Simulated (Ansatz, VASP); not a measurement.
**TaN in VASP and in Ansatz**

INCAR

```
ALGO = Normal
EDIFF = 1E-7
ENCUT = 520
GGA = PS
ISIF = 2
ISMEAR = -1
LASPH = T
LCHARG = T
LELF = T
LREAL = F
LVHAR = T
LWAVE = F
NBANDS = 15
NELM = 100
PREC = Accurate
SIGMA = 0.05
```

KPOINTS

```
k-points
0
Gamma
  10 10 10
```

POSCAR

```
TaN
1.0
    0.0000000000      2.2113230000      2.2113230000
    2.2113230000      0.0000000000      2.2113230000
    2.2113230000      2.2113230000      0.0000000000
Ta N
1 1
Direct
    0.5000000000      0.5000000000      0.5000000000
    0.0000000000      0.0000000000      0.0000000000
```

Contents of input.yaml:

```yaml
crystal:
  lattice:
    - [0.0, 2.211323, 2.211323]
    - [2.211323, 0.0, 2.211323]
    - [2.211323, 2.211323, 0.0]
  atoms:
    - { symbol: Ta, position: [0.5, 0.5, 0.5] }
    - { symbol: "N", position: [0.0, 0.0, 0.0] }
hamiltonian:
  xc: pbesol
  pseudopotentials: { kind: paw }
kpoints:
  mp_grid: { grid: [10, 10, 10] }
scf:
  occupations: { method: fermi_dirac, width: 0.05 }
output:
  forces: true
  stress: true
  eigenvalues: true
```

The cell comes from a database or a generator and needn't be the stable form of this composition.

Alike in both runs: task single point; functional PBEsol; k mesh 10 × 10 × 10; occupations fermi-dirac, width 0.05 eV; no spin polarisation.

|  | VASP | Ansatz |
| --- | --- | --- |
| version | VASP 6.6.1 | Ansatz 0.2.0 |
| potentials or method | VASP PAW PBE potentials, release 64 (Ta_pv, N) | Ansatz PAW |
| plane-wave cutoff (eV) | 520 | 420 |
| valence electrons in the cell | 16 | 18 |

|  | VASP | Ansatz | Ansatz less VASP |
| --- | --- | --- | --- |
| gap on the k mesh at the Fermi level (eV) | none | none | - |
| pressure (GPa) | -9.9 | -10.7 | -0.84 |

A gap of «none» marks a metal or a gap that the smearing closes. With one functional, cell and mesh, what is left measures potentials, basis and numerics. The two sets of potentials don't hold the same shells in valence.

Caveats: the PAW data sets were made with another functional, which shifts forces and pressure a little (VASP); the pressure holds a Pulay correction of +0.5 GPa for the finite cutoff (Ansatz); the PAW data sets come from PBE, with cores solved anew for the run's functional, which leaves a small shift of forces and pressure (Ansatz). Spin-orbit coupling is left out, which matters for the levels of Ta.
